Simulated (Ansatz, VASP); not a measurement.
# AlNi in VASP and in Ansatz

```
CELL_PARAMETERS angstrom
2.89272 0.00000 0.00000
0.00000 2.89272 0.00000
0.00000 0.00000 2.89272
ATOMIC_POSITIONS crystal
Al 0.00000 0.00000 0.00000
Ni 0.50000 0.50000 0.50000
```

Alike in both runs: functional PBE; k mesh 14 × 14 × 14; occupations gaussian, width 0.1 eV; no spin polarisation.

Ansatz relaxed the structure, and its values are those at the end. VASP's run is a single point on that final structure, the one shown.

|  | VASP | Ansatz |
| --- | --- | --- |
| version | VASP 6.6.1 | Ansatz 0.2.0 |
| potentials or method | VASP PAW PBE potentials, release 64 (Al, Ni) | scalar-relativistic, plane waves, PAW |
| plane-wave cutoff (eV) | 520 | 520 |
| valence electrons in the cell | 13 | 21 |

```tsv
	VASP	Ansatz	Ansatz less VASP
gap on the k mesh at the Fermi level (eV)	none	none	-
pressure (GPa)	-0.1	0.0	+0.11
```

A gap of «none» marks a metal or a gap that the smearing closes. The two sets of potentials don't hold the same shells in valence.

Spin polarisation is off, so any magnetic state and its effect on volume and gap are missing.
